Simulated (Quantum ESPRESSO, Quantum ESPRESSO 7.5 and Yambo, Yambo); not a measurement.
## AgBr (Bromargyrite): G0W0 with Yambo, start to end

How does a plane-wave GW calculation on AgBr (Bromargyrite) run from the first input to the gap?

Method: PBE and many-body steps on it, plane waves, in Quantum ESPRESSO 7.5 and Yambo 5.3.0.

This is a report of a sequence of runs, with most program output left out.

### Step 1. The structure

The structure is cubic, space group Fm-3m (No. 225). The conventional cell has a = 5.775 Å, b = 5.775 Å, c = 5.775 Å, α = 90.00°, β = 90.00°, γ = 90.00°. Nearest to Ag lie 6 Br at 2.89 Å. Br has 6 Ag at 2.89 Å nearest. Farther neighbours and most contacts between anions are not listed.

The cell and positions come from the Crystallography Open Database and are kept as given unless a step says otherwise.

### Step 2. Ground state

This step: Quantum ESPRESSO 7.5; DFT, PBE, plane waves, norm-conserving pseudopotentials.

The ground-state density comes first.

File pw.in:

```
&control
  calculation = 'scf'
  prefix = 'x'
  outdir = 'o'
  pseudo_dir = 'pseudo'
/
&system
  ibrav = 0
  nat = 2
  ntyp = 2
  ecutwfc = 76.0
  nbnd = 23
  force_symmorphic = .true.
/
&electrons
  conv_thr = 1e-10
  electron_maxstep = 80
  mixing_beta = 0.5
/
ATOMIC_SPECIES
  Ag 107.87 Ag.upf
  Br 79.904 Br.upf
CELL_PARAMETERS angstrom
  0.0000000000 2.8872500000 2.8872500000
  2.8872500000 -0.0000000000 2.8872500000
  2.8872500000 2.8872500000 0.0000000000
ATOMIC_POSITIONS crystal
  Ag 0.0000000000 0.0000000000 0.0000000000
  Br 0.5000000000 0.5000000000 0.5000000000
K_POINTS automatic
  6 6 6 0 0 0
```

Command:

```console
> OMP_NUM_THREADS=1 mpirun -n 4 pw.x -nk 4 -in pw.in > pw.out
```

Run time: 13 s. Hardware: 4 MPI ranks of Intel Xeon Platinum 8259CL at 2.50GHz (Skylake/Cascade Lake), shared host; peak memory 0.29 GiB.

Numbers from this step:

```yaml
total_energy: -7902.6711 eV
gap: 0.6765 eV
k_of_the_valence_top: 0, 0, -0.5
k_of_the_conduction_bottom: 0, 0, 0
least_direct_gap: 2.544 eV
```

The gap is indirect, with the least direct gap 1.87 eV higher.

### Step 3. Bands along the symmetry lines

Levels along a band path, at the cheap level, show where the edges lie and whether the meshes to come will hold them.

File pw.in:

```
&control
  calculation = 'bands'
  prefix = 'x'
  outdir = 'o'
  pseudo_dir = 'pseudo'
/
&system
  ibrav = 0
  nat = 2
  ntyp = 2
  ecutwfc = 76.0
  nbnd = 24
  force_symmorphic = .true.
/
&electrons
  conv_thr = 1e-9
  electron_maxstep = 80
  diago_full_acc = .true.
  diago_thr_init = 5e-6
/
ATOMIC_SPECIES
  Ag 107.87 Ag.upf
  Br 79.904 Br.upf
CELL_PARAMETERS angstrom
  0.0000000000 2.8872500000 2.8872500000
  2.8872500000 -0.0000000000 2.8872500000
  2.8872500000 2.8872500000 0.0000000000
ATOMIC_POSITIONS crystal
  Ag 0.0000000000 0.0000000000 0.0000000000
  Br 0.5000000000 0.5000000000 0.5000000000
K_POINTS crystal
  50
  0.00000000 0.00000000 0.00000000 1
  0.06250000 0.00000000 0.06250000 1
  0.12500000 0.00000000 0.12500000 1
  0.18750000 0.00000000 0.18750000 1
  0.25000000 0.00000000 0.25000000 1
  0.31250000 0.00000000 0.31250000 1
  0.37500000 0.00000000 0.37500000 1
  0.43750000 0.00000000 0.43750000 1
  0.50000000 0.00000000 0.50000000 1
  0.51562500 0.03125000 0.51562500 1
  0.53125000 0.06250000 0.53125000 1
  0.54687500 0.09375000 0.54687500 1
  0.56250000 0.12500000 0.56250000 1
  0.57812500 0.15625000 0.57812500 1
  0.59375000 0.18750000 0.59375000 1
  0.60937500 0.21875000 0.60937500 1
  0.62500000 0.25000000 0.62500000 1
  0.37500000 0.37500000 0.75000000 1
  0.32812500 0.32812500 0.65625000 1
  0.28125000 0.28125000 0.56250000 1
  0.23437500 0.23437500 0.46875000 1
  0.18750000 0.18750000 0.37500000 1
  0.14062500 0.14062500 0.28125000 1
  0.09375000 0.09375000 0.18750000 1
  0.04687500 0.04687500 0.09375000 1
  0.00000000 0.00000000 0.00000000 1
  0.06250000 0.06250000 0.06250000 1
  0.12500000 0.12500000 0.12500000 1
  0.18750000 0.18750000 0.18750000 1
  0.25000000 0.25000000 0.25000000 1
  0.31250000 0.31250000 0.31250000 1
  0.37500000 0.37500000 0.37500000 1
  0.43750000 0.43750000 0.43750000 1
  0.50000000 0.50000000 0.50000000 1
  0.50000000 0.46875000 0.53125000 1
  0.50000000 0.43750000 0.56250000 1
  0.50000000 0.40625000 0.59375000 1
  0.50000000 0.37500000 0.62500000 1
  0.50000000 0.34375000 0.65625000 1
  0.50000000 0.31250000 0.68750000 1
  0.50000000 0.28125000 0.71875000 1
  0.50000000 0.25000000 0.75000000 1
  0.50000000 0.21875000 0.71875000 1
  0.50000000 0.18750000 0.68750000 1
  0.50000000 0.15625000 0.65625000 1
  0.50000000 0.12500000 0.62500000 1
  0.50000000 0.09375000 0.59375000 1
  0.50000000 0.06250000 0.56250000 1
  0.50000000 0.03125000 0.53125000 1
  0.50000000 0.00000000 0.50000000 1
```

Run time: 11 s. Hardware: 4 MPI ranks; peak memory 0.26 GiB; 42 s of CPU time.

This step gave:

```yaml
gap: 0.6765 eV
k_of_the_valence_top: 0.5, 0.5, 0.5
k_of_the_conduction_bottom: 0, 0, 0
least_direct_gap: 2.544 eV
```

The gap is 0.676 eV, as in the run before at this level.

Electronic bands along the path, in eV, zero at the top of the highest filled band:

| point | band 15 | band 16 | band 17 | band 18 | band 19 | band 20 | band 21 | band 22 |
| --- | --- | --- | --- | --- | --- | --- | --- | --- |
| Γ | -2.72 | -1.87 | -1.87 | -1.87 | 0.68 | 9.93 | 9.93 | 9.93 |
| halfway | -2.64 | -1.81 | -1.81 | -1.60 | 3.25 | 6.69 | 7.86 | 9.49 |
| X | -2.57 | -2.33 | -2.33 | -2.24 | 1.64 | 7.09 | 9.00 | 10.97 |
| halfway | -2.34 | -2.28 | -2.08 | -1.93 | 2.05 | 7.10 | 8.75 | 10.34 |
| U | -2.38 | -2.16 | -1.97 | -1.17 | 2.98 | 6.84 | 8.21 | 9.15 |
| jump to K | -2.38 | -2.16 | -1.97 | -1.17 | 2.98 | 6.84 | 8.21 | 9.15 |
| halfway | -2.49 | -2.00 | -1.74 | -0.20 | 3.75 | 6.49 | 7.50 | 7.83 |
| Γ | -2.72 | -1.87 | -1.87 | -1.87 | 0.68 | 9.93 | 9.93 | 9.93 |
| halfway | -2.58 | -2.25 | -0.74 | -0.74 | 2.86 | 7.17 | 8.25 | 8.25 |
| L | -2.43 | -2.09 | 0.00 | 0.00 | 3.79 | 6.49 | 6.81 | 6.81 |
| halfway | -2.42 | -2.14 | -1.17 | -0.59 | 4.48 | 5.27 | 7.84 | 7.90 |
| W | -2.32 | -2.23 | -2.23 | -1.48 | 3.76 | 7.15 | 7.68 | 7.68 |
| halfway | -2.33 | -2.33 | -2.27 | -1.72 | 2.47 | 7.18 | 8.53 | 9.07 |
| X | -2.57 | -2.33 | -2.33 | -2.24 | 1.64 | 7.09 | 9.00 | 10.97 |

### Step 4. Empty states on the mesh, 4×4×4 mesh, 144 bands

The sums over transitions need many empty states on a uniform mesh; this step solves for them.

File pw.in:

```
&control
  calculation = 'nscf'
  prefix = 'x'
  outdir = 'o'
  pseudo_dir = 'pseudo'
/
&system
  ibrav = 0
  nat = 2
  ntyp = 2
  ecutwfc = 76.0
  nbnd = 144
  force_symmorphic = .true.
/
&electrons
  conv_thr = 1e-9
  electron_maxstep = 80
  diago_full_acc = .true.
  diago_thr_init = 5e-6
/
ATOMIC_SPECIES
  Ag 107.87 Ag.upf
  Br 79.904 Br.upf
CELL_PARAMETERS angstrom
  0.0000000000 2.8872500000 2.8872500000
  2.8872500000 -0.0000000000 2.8872500000
  2.8872500000 2.8872500000 0.0000000000
ATOMIC_POSITIONS crystal
  Ag 0.0000000000 0.0000000000 0.0000000000
  Br 0.5000000000 0.5000000000 0.5000000000
K_POINTS automatic
  4 4 4 0 0 0
```

It took 17 s on 4 MPI ranks; peak memory 0.41 GiB.

Numbers from this step:

```
gap                                                           : 0.6765 eV
k of the valence top                                          : 0, 0, -0.5
k of the conduction bottom                                    : 0, 0, 0
least direct gap                                              : 2.544 eV
k points computed                                             : 8
lowest point of the top converged band, above the valence top : 100.2739 eV
```

On this mesh the gap is 0.676 eV.

### Step 5. Conversion and set-up

This step: Yambo 5.3.0; conversion and set-up on PBE, plane waves, norm-conserving pseudopotentials.

The states are converted to the many-body program's format and the q mesh is built.

Command:

```console
> (cd o/x.save; p2y > p2y.log; mv SAVE ../..); yambo > setup.log
```

It took 4.3 s on 1 MPI rank; peak memory 0.25 GiB.

### Step 6. Screening and self-energy, 4×4×4 mesh, 144 bands, screening to 210.9 eV

Now the one-shot GW correction: screening in the RPA, then the self-energy of the levels asked for.

This step: G0W0 on PBE, plane waves, norm-conserving pseudopotentials.

File gw1.in:

```
HF_and_locXC
gw0
dyson
ppa
em1d
rim_cut
RandQpts= 1000000
RandGvec= 1 RL
EXXRLvcs= 76 Ry
VXCRLvcs= 304 Ry
Chimod= "HARTREE"
% BndsRnXp
 1 | 144 |
%
NGsBlkXp= 15.5 Ry
% LongDrXp
 1 | 1 | 1 |
%
% GbndRnge
 1 | 144 |
%
DysSolver= "n"
ExtendOut
PPAPntXp= 27.21138 eV
% QPkrange
 3 | 3 | 17 | 20 |
 1 | 1 | 17 | 20 |
%
```

Command:

```console
> OMP_NUM_THREADS=1 mpirun -n 4 yambo -F gw1.in -J gw1 -C gw1 > gw1.log
```

Wall time 9.2 min (4 MPI ranks); peak memory 1.7 GiB; 37 min of CPU time.

Numbers from this step:

- G0W0 gap on the points computed: 2.061 eV
- starting gap on the mesh: 0.6765 eV
- k of the valence top: 0, 0, -0.5
- k of the conduction bottom: 0, 0, 0
- least direct G0W0 gap on the computed points: 4.454 eV
- Z at the valence top: 0.8017
- Z at the conduction bottom: 0.8280

The gap on the mesh goes from 0.68 eV to 2.06 eV, a correction of +1.38 eV.

Limits: finite bands, cutoff and mesh; d shell near the gap, gap tends to lie low; no spin-orbit coupling; coarse k mesh. v1 is the top filled band, c1 the lowest empty one. The levels before and after the correction (eV, zero at the valence-band top of each column):

|  | conduction bottom | valence top |
| --- | --- | --- |
| Kohn-Sham | 0.68 | 0.00 |
| G0W0 | 2.06 | 0.00 |

|  | level | energy (eV) |
| --- | --- | --- |
| Kohn-Sham | Γ v2-v1 | -1.868 |
| Kohn-Sham | Γ c1 | 0.676 |
| Kohn-Sham | Γ c2 | 9.933 |
| Kohn-Sham | (0 0 -0.5) v2-v1 | 0.000 |
| Kohn-Sham | (0 0 -0.5) c1 | 3.790 |
| Kohn-Sham | (0 0 -0.5) c2 | 6.489 |
| G0W0 | Γ v2-v1 | -2.393 |
| G0W0 | Γ c1 | 2.061 |
| G0W0 | Γ c2 | 11.877 |
| G0W0 | (0 0 -0.5) v2-v1 | 0.000 |
| G0W0 | (0 0 -0.5) c1 | 5.159 |
| G0W0 | (0 0 -0.5) c2 | 7.982 |

### Step 7. Where the time went

Times are wall times on the hardware named with each run, good to a factor of about two.

| step | time | share | memory (GiB) |
| --- | --- | --- | --- |
| ground state | 13 s | 2 % | 0.29 |
| bands along the symmetry lines | 11 s | 2 % | 0.26 |
| empty states on the mesh | 17 s | 3 % | 0.41 |
| conversion and set-up | 4.3 s | 1 % | 0.25 |
| screening and self-energy | 9.2 min | 92 % | 1.7 |

### Step 8. Summary of results

```yaml
pbe_gap: 0.68 eV, indirect
g0w0_gap_on_the_mesh: 2.06 eV
gw_settings: 4×4×4 mesh, 144 bands, screening to 210.9 eV, Godby-Needs plasmon pole
known_limits: not at the basis limit; d shell near the gap, gap tends to lie low; no spin-orbit coupling; coarse k mesh
```

What this shows: G0W0 moves the gap on the mesh from 0.68 eV to 2.06 eV (+1.38 eV), with Z of 0.80 and 0.83 at the edges. Only 2 of the mesh's irreducible points were corrected, so a valley elsewhere could overtake. The dearest step here is «screening and self-energy». Bands and cutoff are finite, so the gap is not at the basis limit. The miss can reach some tenths of an eV and take either sign; the mesh is an error of its own. In the G0W0 run levels were corrected at 2 k points alone, so a gap called «on the mesh» is the least over those, and an edge elsewhere would be missed. The 4×4×4 mesh is coarse for this cell, which bears on the long-range parts of exchange and screening. A d shell, filled or nearly so, lies near the gap. One-shot GW converges very slowly in bands there, not always from below, and on a semilocal start the gap tends to come out low; starts rich in exact exchange can overshoot instead. The many-body steps are scalar-relativistic: spin-orbit coupling is not in them.

[Paths, hosts, dates, memory and timing lines, banners, echoed tables and standing remarks are left out of the program output.]

[Logs are printed without paths, hosts, clocks, repeated set-up lines and the standing remarks that a program may print on its own settings, such as how far it seeks lower states.]

[Runs of the session that timed out or met a known fault of the program may be left out.]

[Hosts, paths, dates, database ids (printed as entryN), source tags and the programs' standing remarks are cut or masked in the printed files.]
